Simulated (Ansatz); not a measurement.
Crystal: TiC.

```
Ti C
1.0
     0.00000    2.16572    2.16572
     2.16572    0.00000    2.16572
     2.16572    2.16572    0.00000
Ti C
1 1
Direct
  0.00000 0.00000 0.00000
  0.50000 0.50000 0.50000
```

The cell is a database's computed one.

* Program: Ansatz 0.2.0
* Task: relaxation of cell and atoms
* Functional: BLYP
* Potentials or basis: Ansatz PAW
* Cutoff: 420 eV (not typed: the program's choice for these potentials)
* k mesh: 11 × 11 × 11
* Occupations: fermi-dirac, width 0.05 eV
* Spin: no spin polarisation

At the start: volume 10.16 Å³/atom.

Problem. Where does the relaxation end?

Solution. It ends after 6 steps and the volume is 10.50 Å³/atom (+3.4 %); space group Fm-3m (No. 225, to 0.05 Å).

Step by step:
| step | energy change (eV) | largest force (eV/Å) | volume (Å³) |
| --- | --- | --- | --- |
| 1 | 0.0000 | 0.0000 | 20.32 |
| 2 | -0.0157 | 0.0000 | 20.91 |
| 3 | -0.0158 | 0.0000 | 20.99 |
| 4 | -0.0174 | 0.0000 | 20.99 |
| 5 | -0.0174 | 0.0000 | 21.01 |
| 6 | -0.0174 | 0.0000 | 21.01 |

Final structure:
```
Ti C
1.0
     0.00000    2.18999    2.18999
     2.18999    0.00000    2.18999
     2.18999    2.18999    0.00000
Ti C
1 1
Direct
  0.00000 0.00000 0.00000
  0.50000 0.50000 0.50000
```

Caveat: the plane-wave basis is chosen anew once the cell has moved, so the energies of steps on either side of that aren't comparable; the pressure holds a Pulay correction of +0.3 GPa for the finite cutoff; the PAW data sets come from PBE, with cores solved anew for the run's functional, which leaves a small shift of forces and pressure.
